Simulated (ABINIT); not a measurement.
Crystal: AlNi3.

```
Ni Al
1.0
     3.52305    0.00000    0.00000
     0.00000    3.52305    0.00000
     0.00000    0.00000    3.52305
Ni Al
3 1
Direct
  0.50000 0.50000 0.00000
  0.50000 0.00000 0.50000
  0.00000 0.50000 0.50000
  0.00000 0.00000 0.00000
```

The cell is a database's computed one.

Base run:

| Quantity | Value |
| --- | --- |
| Program | ABINIT 10.8.3 (patched build) |
| Functional | PBEsol |
| Potentials or basis | JTH PAW PBE v2.0 |
| Cutoff | 1116 eV |
| k mesh | 8 × 8 × 8 |
| Occupations | fermi-dirac, width 0.05 eV |
| Spin | collinear spin, ferromagnetic start |
| Starting moments | [1.0, 1.0, 1.0, 0.0] μB |

Its results: band gap on the k mesh none (metal or under the smearing width); pressure 0.2 GPa; net moment 0.65 μB per cell; site moments Ni +0.24; Al -0.01 μB.

Problem. The run is repeated on the same cell with these changes: k mesh from 8 × 8 × 8 to 3 × 3 × 3. What comes out?

Solution. Band gap on the k mesh none (metal or under the smearing width); pressure 1.2 GPa; net moment 0.35 μB per cell; site moments Ni +0.13; Al -0.00 μB.

Caveats: some runs use coarse meshes; small starting moments can end in a higher magnetic state in this program; the PAW data sets were made with another functional, which shifts forces and pressure a little.

Not every run made on this cell is shown here.
